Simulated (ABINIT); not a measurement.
Crystal: GaN.

```
CELL_PARAMETERS angstrom
0.00000 2.25350 2.25350
2.25350 0.00000 2.25350
2.25350 2.25350 0.00000
ATOMIC_POSITIONS crystal
Ga 0.00000 0.00000 0.00000
N 0.25000 0.25000 0.25000
```

The cell is a database's computed one.

Program: ABINIT 10.8.3 (patched build). Alike in all runs: no spin polarisation; cell as given; smearing fermi-dirac 0.05 eV. Hardware: 1 thread of Intel(R) Xeon(R) Platinum 8488C (Sapphire Rapids), with other jobs on the host.

Question: Order these runs on this cell by their wall time, lowest first.
A. task single point; level PBEsol; potentials or basis JTH PAW PBE v2.0; k mesh 8 × 8 × 8; cutoff (eV) 680; fine-grid cutoff 1278.94 eV
B. task band structure; level RPBE; potentials or basis JTH PAW PBE v2.0; k mesh 10 × 10 × 10; cutoff (eV) 680; fine-grid cutoff 1278.94 eV
C. task single point; level LDA; potentials or basis JTH PAW LDA v2.0; k mesh 6 × 6 × 6; cutoff (eV) 680; fine-grid cutoff 1278.94 eV
D. task band structure; level LDA-Teter; potentials or basis PseudoDojo NC SR LDA v0.4.1 standard; k mesh 10 × 10 × 10; cutoff (eV) 1143

Answer: C (6.1 s), A (16 s), B (48 s), D (100 s).

Runs at the PBE level aren't shown here.
